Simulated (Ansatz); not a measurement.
# Bi2Se3 (Paraguanajuatite) (R-3m) in Ansatz: further runs

The runs below take Bi2Se3 (Paraguanajuatite) through single point, equation of state, with LDA.

Program: Ansatz 0.2.0. These are calculated values, not measurements. Logs are shortened: lines on timing, memory, paths and dates and some standing lists are left out, and cuts for length are marked.

## Step 1: The structure

It takes space group R-3m (No. 166, trigonal). Conventional cell: a = 4.143 Å, b = 4.143 Å, c = 28.636 Å, α = 90.00°, β = 90.00°, γ = 120.00°. Bi (site symmetry 3m) is surrounded by 6 Se at 2.85 to 3.07 Å. Se (site symmetry 3m) is surrounded by 3 Bi at 2.85 Å. Se (site symmetry -3m) is surrounded by 6 Bi at 3.07 Å.

## Step 2: Single point, LDA, 26.68 Å³/atom (volume scaled by 0.94)

The input, input.yaml:

```yaml
crystal:
  lattice:
    - [2.0292126242, 1.1715664548, 9.3504759364]
    - [-2.0292126242, 1.1715664548, 9.3504759364]
    - [0.0, -2.3431329097, 9.3504759364]
  atoms:
    - { symbol: Bi, position: [0.5992, 0.5992, 0.5992] }
    - { symbol: Bi, position: [0.4008, 0.4008, 0.4008] }
    - { symbol: Se, position: [0.7883, 0.7883, 0.7883] }
    - { symbol: Se, position: [0.2117, 0.2117, 0.2117] }
    - { symbol: Se, position: [0.0, 0.0, 0.0] }
hamiltonian:
  xc: lda
  pseudopotentials: { kind: paw }
kpoints:
  mp_grid: { grid: [8, 8, 8] }
scf:
  occupations: { method: fermi_dirac, width: 0.05 }
output:
  forces: true
  stress: true
  eigenvalues: true
  write_density: true
  write_potential: true
  elf: true
  volumetric_format: npy
```

Potentials or basis: Ansatz PAW.

The run is started by

```console
ansatz run input.yaml --threads 2 --pin off --max-ram 5120MiB --backend cpu --events-out ev --progress --plain --runs-dir out
```

Standard output:

```text
Warning: RAYON_NUM_THREADS=2 ignored (pool sized by the plan → 2); use --threads N
basis.fft_grid_basis auto: the FFT boxes are laid along the combinations [[1, -1, 0], [0, 1, 0], [0, -1, 1]] of the cell's own vectors, 4.058, 9.640 and 4.058 Å long. The dense box has 30×72×30 points. Along the cell's own vectors, as sized, it would have 72×72×72, 5.76 times as many. Of the 12 symmetry operations that the crystal satisfies within crystal.symmetry.tolerance (time reversal apart; of a slab, those that keep its plane) the dense box along the cell's own vectors carries 12, and the one as laid loses 8 of those. basis.fft_grid_basis: typed keeps the cell's own vectors: state it where this run's energies or levels are differenced outside the engine with another run's, or held beside a run that keeps those vectors. Those combinations have planes normal to reciprocal vector 3, as the cell's own vectors have. Each planar average written beside output.write_density, output.write_potential has a row for each plane of the box: 30. The volumetric files lie along those combinations, not along the cell's own vectors: a cube or XSF file states them, and fields.json those of NumPy files.
Engine: ansatz 0.2.0, aarch64-unknown-linux-gnu
Pseudopotentials: kind: paw
Pseudopotential: Bi, paw, valence charge 15, recommended cutoff 420 eV (normal), Bi.paw.azcp
Pseudopotential: Se, paw, valence charge 16, recommended cutoff 420 eV (normal), Se.paw.azcp
Functional definition: SPW92
  exchange = slater_x
  correlation = pw_c
Crystal: 5 atoms, lattice volume = 133.377 Å³
Basis set: ecut = 420 eV, 2611 PW (Γ), FFT grids on a1−a2, a2, −a2+a3
Bands: 47, of which v1, the nominal top of the filled ones, is band 39 counted from 1 (38 counted from 0)
Symmetry: 12 space group operations
Space group: R-3m (ITA 166), of the structure as read, at distance tolerance 5.1e-5 Å
k-points: 65 of 512
Non-local potential: Bi, projectors of the file, l = 0: 2, l = 1: 2, l = 2: 2, l = 3: 2
Non-local potential: Se, projectors of the file, l = 0: 2, l = 1: 2, l = 2: 3, l = 3: 1
PAW form: soft (Blöchl's): semilocal exchange-correlation on the pseudo side does not see the compensation charge
PAW frozen core: Bi, regenerated for the run's functional, and the local potential with it (the file was generated under x = pbe(κ = 0.804, μ = 0.2195149727645171), c = pbe(β = 0.06672455060314922))
PAW frozen core: Se, regenerated for the run's functional, and the local potential with it (the file was generated under x = pbe(κ = 0.804, μ = 0.2195149727645171), c = pbe(β = 0.06672455060314922))
PAW one-centre angular grid: Bi, 590 points (default); XC on 64 Gauss nodes
PAW one-centre angular grid: Se, 590 points (default); XC on 64 Gauss nodes
Initial density: superposition of atomic densities (neutral atoms: chi_scale 0, normalization atom), corrected by the library's trained network
Initial wavefunctions: pseudopotential atomic-orbital guess
Functional: x = slater, c = lda
SCF iter   1: F=—  HF=-40323.289460 eV  |F-HF|=—  |Δ(HF+E_count)|=         —  Δρ=4.50e-3  dr2=2.73e-2  ethr=1.77e-3  ⟨swp⟩=8.2  Hψ=12830  notcnv=0  defer=10
preconditioner: auto → Kerker (q_TF=auto, 2.495 Å⁻¹)  [metal: Δε(μ)=0.180 eV  Ē_g=9.613 eV  σ=0.050 eV  W_gap=0.49  n_scr=36 (ndim 8)  ℏωp=17.0 eV  f_vac=0.024  D(μ)=0.05/eV (n_scr^D=0)]
SCF iter   2: F=—  HF=-40323.284136 eV  |F-HF|=—  |Δ(HF+E_count)|=   5.32e-3  Δρ=2.67e-3  dr2=8.52e-3  ethr=3.50e-5  ⟨swp⟩=1.2  Hψ=3592  notcnv=0  defer=38
SCF iter   3: F=—  HF=-40323.282378 eV  |F-HF|=—  |Δ(HF+E_count)|=   1.76e-3  Δρ=4.99e-4  dr2=6.18e-4  ethr=1.09e-5  ⟨swp⟩=1.1  Hψ=2963  notcnv=0  defer=38
SCF iter   4: F=—  HF=-40323.282256 eV  |F-HF|=—  |Δ(HF+E_count)|=   1.22e-4  Δρ=1.63e-4  dr2=3.38e-5  ethr=7.92e-7  ⟨swp⟩=2.0  Hψ=5490  notcnv=0  defer=38
SCF iter   5: F=—  HF=-40323.282262 eV  |F-HF|=—  |Δ(HF+E_count)|=   5.78e-6  Δρ=3.61e-5  dr2=2.89e-6  ethr=4.33e-8  ⟨swp⟩=2.0  Hψ=5490  notcnv=0  defer=38
SCF iter   6: F=—  HF=-40323.282261 eV  |F-HF|=—  |Δ(HF+E_count)|=   1.02e-6  Δρ=1.76e-5  dr2=6.74e-7  ethr=3.70e-9  ⟨swp⟩=2.0  Hψ=5490  notcnv=0  defer=38
SCF iter   7: F=—  HF=-40323.282261 eV  |F-HF|=—  |Δ(HF+E_count)|=   3.88e-8  Δρ=7.01e-6  dr2=1.53e-7  ethr=8.64e-10  ⟨swp⟩=2.0  Hψ=4840  notcnv=0  defer=38
SCF iter   8: F=-40323.282261 eV  HF=-40323.282261 eV  |F-HF|=1.54e-8  |Δ(HF+E_count)|=   3.88e-8  Δρ=3.21e-6  dr2=2.16e-8  ethr=1.28e-10  ⟨swp⟩=13.9  Hψ=23221  notcnv=0
SCF 1 converged in 8 iterations: F = -40323.282261 eV  dr2 = 2.16e-8
SCF converged after 8 iterations
Free energy (F): -40323.282261 eV
Harris-Foulkes:  -40323.282261 eV  (|F-HF|=1.54e-8)
Internal energy: -40323.281845 eV  (E = F + TS)
E sigma→0 (E₀):  -40323.282053 eV
Entropy (-TS):   -0.000415 eV (-0.083 meV/atom)
Fermi energy:    9.828279 eV
--- Per-component energies (eV) ---
  E_band       = -1301.335904
  E_kinetic    = 965.927905
  E_local      = -10126.957399  (includes V_loc(G=0)·N_el)
  E_nonlocal   = -636.157661
  E_hartree    = 4510.893160
  E_xc         = -615.856877
  E_vxc        = -589.667580  (∫ρ·V_xc dr)
  E_paw        = -26185.129471  (= ΣΔE_a)
  E_vpaw       = 63.731217  (= ΣTr[D̂ρ^β])
  E_aug_tail   = -0.002864  (compensation charges beyond the density's cutoff)
  E_ewald      = -8242.640956
  E_core_change = 6.642317  (= ΣΔE_core)
  E_smearing   = -0.000415  (= −TS)
  E_closure    = 0.000000  (closes the sum)
  Σ components = -40323.282261   (vs F -40323.282261, Δ=0.00e0)
--- Forces (eV/Å), atoms counted from 1 ---
  atom   1  Bi     0.00000000    -0.00000000     0.31262695
  atom   2  Bi     0.00000000     0.00000000    -0.31262695
  atom   3  Se     0.00000000    -0.00000000     0.49459567
  atom   4  Se     0.00000000     0.00000000    -0.49459567
  atom   5  Se     0.00000000     0.00000000     0.00000000
  max |Σ_I F_I| component: 1.11e-16 eV/Å
--- Stress (GPa, compression-positive) ---
        2.527978       0.000000       0.000000
        0.000000       2.527978       0.000000
        0.000000       0.000000       2.306195
  P = ⅓ Tr σ = 2.4541 GPa (24.541 kbar)
--- Band table (eV; the first three rows and the last of 65) ---
  k-point 0: bands = ["-37.9460", "-37.9460", "-37.9456", "-37.9456", "-37.9393", "-37.9393", "-37.9387", "-37.9387", "-37.9357", "-37.9355", "-37.8132", "-37.8055", "-37.8055", "-37.7746", "-37.7746", "-13.3040", "-13.3040", "-13.3010", "-13.3010", "-13.2793", "-13.2760", "-13.2691", "-13.2691", "-13.2650", "-13.2650", "-5.2422", "-4.4396", "-3.4716", "0.1013", "0.9567", "7.3721", "7.5175", "7.7022", "7.7022", "7.7241", "7.7241", "8.4335", "8.4335", "9.8040", "9.8475", "11.0653", "11.0653", "11.8257", "12.5105", "12.5105", "15.4579", "16.6991"]
  k-point 1: bands = ["-37.9460", "-37.9460", "-37.9456", "-37.9456", "-37.9394", "-37.9393", "-37.9388", "-37.9387", "-37.9357", "-37.9354", "-37.8132", "-37.8055", "-37.8055", "-37.7746", "-37.7746", "-13.3078", "-13.3041", "-13.2998", "-13.2969", "-13.2767", "-13.2735", "-13.2709", "-13.2689", "-13.2671", "-13.2645", "-5.0876", "-4.3056", "-3.3738", "0.0058", "0.7838", "6.4371", "6.5351", "7.1652", "7.2580", "7.8180", "8.2781", "8.3123", "8.7004", "8.9897", "10.8439", "11.5094", "11.5989", "11.8610", "12.4952", "12.8076", "15.0419", "15.6565"]
  k-point 2: bands = ["-37.9459", "-37.9459", "-37.9456", "-37.9455", "-37.9394", "-37.9394", "-37.9388", "-37.9387", "-37.9356", "-37.9354", "-37.8131", "-37.8056", "-37.8055", "-37.7746", "-37.7745", "-13.3184", "-13.3129", "-13.2917", "-13.2887", "-13.2790", "-13.2738", "-13.2669", "-13.2659", "-13.2626", "-13.2619", "-4.6368", "-3.9353", "-3.1243", "-0.3754", "0.2951", "5.2453", "5.7829", "6.3015", "6.6274", "7.1620", "7.7540", "8.3879", "8.5088", "9.2264", "10.8784", "11.7081", "11.9406", "12.5711", "13.0089", "13.8969", "14.2117", "15.8453"]
  k-point 64: bands = ["-37.9460", "-37.9460", "-37.9456", "-37.9456", "-37.9393", "-37.9393", "-37.9387", "-37.9387", "-37.9357", "-37.9355", "-37.8132", "-37.8055", "-37.8055", "-37.7746", "-37.7746", "-13.3040", "-13.3040", "-13.3010", "-13.3010", "-13.2790", "-13.2763", "-13.2691", "-13.2691", "-13.2650", "-13.2650", "-5.0701", "-4.8059", "-3.1336", "-0.4385", "1.4358", "6.7856", "7.5858", "7.5858", "7.9817", "7.9817", "8.1483", "8.2389", "8.2389", "9.2801", "10.3022", "11.4156", "11.4156", "11.8236", "12.1255", "12.1255", "15.3980", "16.3371"]
```

It took 16 s on 2 threads of Arm Neoverse V1, shared host; peak memory 0.58 GiB.

What came out:

| Item | Value |
| --- | --- |
| Free energy | -40323.2823 eV |
| Pressure | 2.5 GPa |
| Largest force | 0.495 eV/Å |
| Band gap on the k mesh | 0.04 eV, direct |

Caveat: spin-orbit coupling is left out, which as a rule narrows the gap of such compounds by several tenths of an eV; the PAW data sets come from PBE, with cores solved anew for the run's functional, which leaves a small shift of forces and pressure.

## Step 3: Single point, LDA, 27.24 Å³/atom (volume scaled by 0.96)

Edit input.yaml of step 2 so:

```diff
@@ -2,5 +2,5 @@
   lattice:
-    - [2.0292126242, 1.1715664548, 9.3504759364]
-    - [-2.0292126242, 1.1715664548, 9.3504759364]
-    - [0.0, -2.3431329097, 9.3504759364]
+    - [2.0435033248, 1.1798171946, 9.416326528]
+    - [-2.0435033248, 1.1798171946, 9.416326528]
+    - [0.0, -2.3596343894, 9.416326528]
   atoms:
@@ -22,5 +22 @@
   eigenvalues: true
-  write_density: true
-  write_potential: true
-  elf: true
-  volumetric_format: npy
```

Potentials or basis: Ansatz PAW.

The run is started by

```console
ansatz run input.yaml --threads 2 --pin off --max-ram 5120MiB --backend cpu --events-out ev --progress --plain --runs-dir out
```

Run time: 12 s. Hardware: 2 threads of Arm Neoverse V1, shared host; peak memory 0.58 GiB.

The run converged. Its results:

```yaml
Free_energy: -40323.3114 eV
Pressure: 0.9 GPa
Largest_force: 0.313 eV/Å
Band_gap_on_the_k_mesh: 0.06 eV, direct
```

Caveat: spin-orbit coupling is left out, which as a rule narrows the gap of such compounds by several tenths of an eV; the PAW data sets come from PBE, with cores solved anew for the run's functional, which leaves a small shift of forces and pressure.

## Step 4: Single point, LDA, 27.81 Å³/atom (volume scaled by 0.98)

Edit input.yaml of step 3 so:

```diff
@@ -2,5 +2,5 @@
   lattice:
-    - [2.0435033248, 1.1798171946, 9.416326528]
-    - [-2.0435033248, 1.1798171946, 9.416326528]
-    - [0.0, -2.3596343894, 9.416326528]
+    - [2.0575968965, 1.1879541221, 9.4812687632]
+    - [-2.0575968965, 1.1879541221, 9.4812687632]
+    - [0.0, -2.3759082442, 9.4812687632]
   atoms:
@@ -22 +22,5 @@
   eigenvalues: true
+  write_density: true
+  write_potential: true
+  elf: true
+  volumetric_format: npy
```

The run is started by

```console
ansatz run input.yaml --threads 2 --pin off --max-ram 5120MiB --backend cpu --events-out ev --progress --plain --runs-dir out
```

It took 17 s on 2 threads of Arm Neoverse V1, shared host; peak memory 0.59 GiB.

It converged, with:

```yaml
Free_energy: -40323.3140 eV
Pressure: -0.5 GPa
Largest_force: 0.178 eV/Å
Band_gap_on_the_k_mesh: 0.08 eV, direct
```

Caveat: spin-orbit coupling is left out, which as a rule narrows the gap of such compounds by several tenths of an eV; the PAW data sets come from PBE, with cores solved anew for the run's functional, which leaves a small shift of forces and pressure.

## Step 5: Single point, LDA, 28.38 Å³/atom

Edit input.yaml of step 4 so:

```diff
@@ -2,5 +2,5 @@
   lattice:
-    - [2.0575968965, 1.1879541221, 9.4812687632]
-    - [-2.0575968965, 1.1879541221, 9.4812687632]
-    - [0.0, -2.3759082442, 9.4812687632]
+    - [2.0715, 1.1959810826, 9.5453333333]
+    - [-2.0715, 1.1959810826, 9.5453333333]
+    - [0.0, -2.3919621653, 9.5453333333]
   atoms:
@@ -22,5 +22 @@
   eigenvalues: true
-  write_density: true
-  write_potential: true
-  elf: true
-  volumetric_format: npy
```

The run is started by

```console
ansatz run input.yaml --threads 2 --pin off --max-ram 5120MiB --backend cpu --events-out ev --progress --plain --runs-dir out
```

It took 12 s on 2 threads of Arm Neoverse V1, shared host; peak memory 0.59 GiB.

The run converged. Its results:

```
Free energy            : -40323.2929 eV
Pressure               : -1.8 GPa
Largest force          : 0.118 eV/Å
Band gap on the k mesh : 0.09 eV, direct
```

Caveat: spin-orbit coupling is left out, which as a rule narrows the gap of such compounds by several tenths of an eV; the PAW data sets come from PBE, with cores solved anew for the run's functional, which leaves a small shift of forces and pressure.

## Step 6: Single point, LDA, 28.95 Å³/atom (volume scaled by 1.02)

Edit input.yaml of step 5 so:

```diff
@@ -2,5 +2,5 @@
   lattice:
-    - [2.0715, 1.1959810826, 9.5453333333]
-    - [-2.0715, 1.1959810826, 9.5453333333]
-    - [0.0, -2.3919621653, 9.5453333333]
+    - [2.0852189429, 1.2039017179, 9.6085493036]
+    - [-2.0852189429, 1.2039017179, 9.6085493036]
+    - [0.0, -2.407803436, 9.6085493036]
   atoms:
```

Potentials or basis: Ansatz PAW.

The run is started by

```console
ansatz run input.yaml --threads 2 --pin off --max-ram 5120MiB --backend cpu --events-out ev --progress --plain --runs-dir out
```

Wall time 13 s (2 threads of Arm Neoverse V1, shared host); peak memory 0.59 GiB.

Results (log left out):

```yaml
Free_energy: -40323.2506 eV
Pressure: -2.9 GPa
Largest_force: 0.158 eV/Å
Band_gap_on_the_k_mesh: 0.11 eV, direct
```

Caveat: spin-orbit coupling is left out, which as a rule narrows the gap of such compounds by several tenths of an eV; the PAW data sets come from PBE, with cores solved anew for the run's functional, which leaves a small shift of forces and pressure.

## Step 7: Single point, LDA, 29.51 Å³/atom (volume scaled by 1.04)

Edit input.yaml of step 6 so:

```diff
@@ -2,5 +2,5 @@
   lattice:
-    - [2.0852189429, 1.2039017179, 9.6085493036]
-    - [-2.0852189429, 1.2039017179, 9.6085493036]
-    - [0.0, -2.407803436, 9.6085493036]
+    - [2.098759705, 1.2117194806, 9.6709442292]
+    - [-2.098759705, 1.2117194806, 9.6709442292]
+    - [0.0, -2.4234389614, 9.6709442292]
   atoms:
```

The run is started by

```console
ansatz run input.yaml --threads 2 --pin off --max-ram 5120MiB --backend cpu --events-out ev --progress --plain --runs-dir out
```

Wall time 13 s (2 threads of Arm Neoverse V1, shared host); peak memory 0.6 GiB.

The run converged. Its results:

```
Free energy            : -40323.1894 eV
Pressure               : -4.0 GPa
Largest force          : 0.293 eV/Å
Band gap on the k mesh : 0.12 eV, direct
```

Caveat: spin-orbit coupling is left out, which as a rule narrows the gap of such compounds by several tenths of an eV; the PAW data sets come from PBE, with cores solved anew for the run's functional, which leaves a small shift of forces and pressure.

## Step 8: Single point, LDA, 30.08 Å³/atom (volume scaled by 1.06)

Edit input.yaml of step 7 so:

```diff
@@ -2,5 +2,5 @@
   lattice:
-    - [2.098759705, 1.2117194806, 9.6709442292]
-    - [-2.098759705, 1.2117194806, 9.6709442292]
-    - [0.0, -2.4234389614, 9.6709442292]
+    - [2.1121279616, 1.2194376472, 9.7325442609]
+    - [-2.1121279616, 1.2194376472, 9.7325442609]
+    - [0.0, -2.4388752945, 9.7325442609]
   atoms:
```

The run is started by

```console
ansatz run input.yaml --threads 2 --pin off --max-ram 5120MiB --backend cpu --events-out ev --progress --plain --runs-dir out
```

Run time: 14 s. Hardware: 2 threads of Arm Neoverse V1, shared host; peak memory 0.6 GiB.

The run converged. Its results:

```yaml
Free_energy: -40323.1112 eV
Pressure: -4.9 GPa
Largest_force: 0.419 eV/Å
Band_gap_on_the_k_mesh: 0.14 eV, direct
```

Caveat: spin-orbit coupling is left out, which as a rule narrows the gap of such compounds by several tenths of an eV; the PAW data sets come from PBE, with cores solved anew for the run's functional, which leaves a small shift of forces and pressure.

## Step 9: Equation of state, LDA

Potentials or basis: Ansatz PAW.

No new run: the results of the series are fitted here.

Results:

```yaml
Equilibrium_volume: 27.58 Å³/atom
Bulk_modulus_at_fixed_shape_and_positions: 68 GPa
Pressure_derivative_of_the_bulk_modulus: 4.5
```

Energy against volume, from the lowest point:
| volume (Å³/atom) | energy (meV/atom) |
| --- | --- |
| 26.675 | 6.36 |
| 27.243 | 0.52 |
| 27.810 | 0.00 |
| 28.378 | 4.22 |
| 28.946 | 12.69 |
| 29.513 | 24.94 |
| 30.081 | 40.57 |

Caveat: the cell was scaled at fixed shape and fractional positions, which overstates the stiffness of a crystal with free parameters, most of all of layers and chains; spin-orbit coupling is left out, which moves the levels of the heavy elements.
